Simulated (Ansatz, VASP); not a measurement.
Al: VASP beside Ansatz

```
Al
1.0
     1.37660    2.38433    0.00000
    -1.37660    2.38433    0.00000
     0.00000    0.00000    4.31449
Al
2
Direct
  0.33333 0.33334 0.25000
  0.66666 0.66667 0.75000
```

The cell was built by a generator and needn't be a form met in nature.

Alike in both runs: task single point; functional r2SCAN; k mesh 14 × 14 × 8; no spin polarisation.

|  | VASP | Ansatz |
| --- | --- | --- |
| version | VASP 6.6.1 | Ansatz 0.2.0 |
| potentials or method | VASP PAW PBE potentials, release 64 (Al) | PAW plane waves |
| plane-wave cutoff (eV) | 520 | 500 |
| occupations | methfessel-paxton of order 1, width 0.167 eV | cold, width 0.167 eV |
| valence electrons in the cell | 6 | 6 |

Ansatz gave:

| Property | Result |
| --- | --- |
| pressure (GPa) | 14.3 |
| largest component of the traceless stress (GPa) | 4.16 |

**Question.** What did VASP give for the same quantities?

**Answer.** Pressure (GPa): 13.9; largest component of the traceless stress (GPa): 3.98.

Ansatz warned: «structure_snapped_to_symmetry».

Caveats: the PAW data sets were made with another functional, which shifts forces and pressure a little (VASP).
